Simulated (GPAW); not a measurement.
Here is a GPAW 26.7.0 calculation.

Contents of run.py:

```python
from ase.dft.bandgap import bandgap
from ase.io import read, write
from ase.units import GPa
from gpaw import GPAW, PW

atoms = read('POSCAR')

calc = GPAW(mode=PW(650),
            xc='PBE',
            kpts={'size': (8, 8, 8), 'gamma': True},
            occupations={'name': 'fermi-dirac', 'width': 0.01},
            nbands=11,
            convergence={'density': 1e-05, 'energy': 1e-05},
            maxiter=150,
            txt='gpaw.txt')
atoms.calc = calc
energy = atoms.get_potential_energy()
forces = atoms.get_forces()
stress = atoms.get_stress()
calc.write('gs.gpw')
write('result.traj', atoms)
print(f'Energy: {energy:.6f} eV')
print('Forces (eV/A):')
print(forces.round(4))
print('Stress (GPa):', (stress / GPa).round(3))
print('Fermi level:', round(calc.get_fermi_level(), 4), 'eV')
print(f'Gap: {bandgap(calc)[0]:.4f} eV, direct: {bandgap(calc, direct=True)[0]:.4f} eV')
```

Contents of POSCAR:

```
BP
1.0
    0.0000000000      2.2068040467      2.2068040467
    2.2068040467      0.0000000000      2.2068040467
    2.2068040467      2.2068040467      0.0000000000
P B
1 1
Direct
    0.7500000000      0.7500000000      0.7500000000
    0.0000000000      0.0000000000      0.0000000000
```

Potentials or basis: GPAW PAW data sets (gpaw-data 1.2.1), pw.

Command:

```bash
$ OMP_NUM_THREADS=1 python run.py
```

Task: Predict the band gap on the k mesh.

Result: 1.17 eV, indirect (least direct gap 3.54 eV).

Task: What does it give for the pressure?

Result: 17.8 GPa.

Caveat: the cutoff is short for stress and forces, so pressures can be off by a GPa or more. A k mesh can miss the band edges.
